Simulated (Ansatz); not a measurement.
**Bi: relaxation of cell and atoms with PBEsol**

Crystal: Bi.

```xyz
1
Lattice="-1.9814 1.9814 1.9814 1.9814 -1.9814 1.9814 1.9814 1.9814 -1.9814" Properties=species:S:1:pos:R:3 pbc="T T T"
Bi    0.0000    0.0000    0.0000
```

This isn't the form of Bi at room conditions, which is rhombohedral.

* Program: Ansatz 0.2.0
* Task: relaxation of cell and atoms
* Functional: PBEsol
* Potentials or basis: Ansatz PAW
* Cutoff: 420 eV (not typed: the program's choice for these potentials)
* k mesh: 9 × 9 × 9
* Occupations: fermi-dirac, width 0.05 eV
* Spin: no spin polarisation
* Target pressure: 20 GPa
* Target pressure (GPa): 20

```
Relaxed volume                                         : 24.35 Å³/atom
Relaxed cell                                           : a = 3.163 Å, b = 3.163 Å, c = 3.163 Å, α = 109.47°, β = 109.47°, γ = 109.47°
Space group after relaxing (to 0.05 Å)                 : Im-3m (No. 229)
Energy change on relaxing (the enthalpy is what falls) : +281.8 meV/atom
Ionic steps                                            : 6
Pressure after relaxing                                : 20.0 GPa
Band gap on the k mesh                                 : none (metal or under the smearing width)
```

The path:
| step | energy change (eV) | largest force (eV/Å) | volume (Å³) |
| --- | --- | --- | --- |
| 1 | 0.0000 | 0.0000 | 31.12 |
| 2 | 0.0709 | 0.0000 | 26.78 |
| 3 | 0.4329 | 0.0000 | 23.30 |
| 4 | 0.2648 | 0.0000 | 24.48 |
| 5 | 0.2805 | 0.0000 | 24.35 |
| 6 | 0.2818 | 0.0000 | 24.35 |

Final structure:
```xyz
1
Lattice="-1.8259 1.8259 1.8259 1.8259 -1.8259 1.8259 1.8259 1.8259 -1.8259" Properties=species:S:1:pos:R:3 pbc="T T T"
Bi    0.0000    0.0000    0.0000
```

Levels at points of the mesh, in eV from the Fermi level:
```
           k point  band 5  band 6  band 7  band 8  band 9  band 10
(0.00, 0.00, 0.00)  -23.23  -15.77    6.92    6.92    6.92    10.15
```

It took 3.7 s on 2 threads of Arm Neoverse V1, on a shared host, peak memory 0.29 GiB.

Caveat: the volume moved by over 15 % at a fixed basis, so the end points are rough; the plane-wave basis is chosen anew once the cell has moved, so the energies of steps on either side of that aren't comparable; spin-orbit coupling is left out, which moves the levels of the heavy elements; the PAW data sets come from PBE, with cores solved anew for the run's functional, which leaves a small shift of forces and pressure.
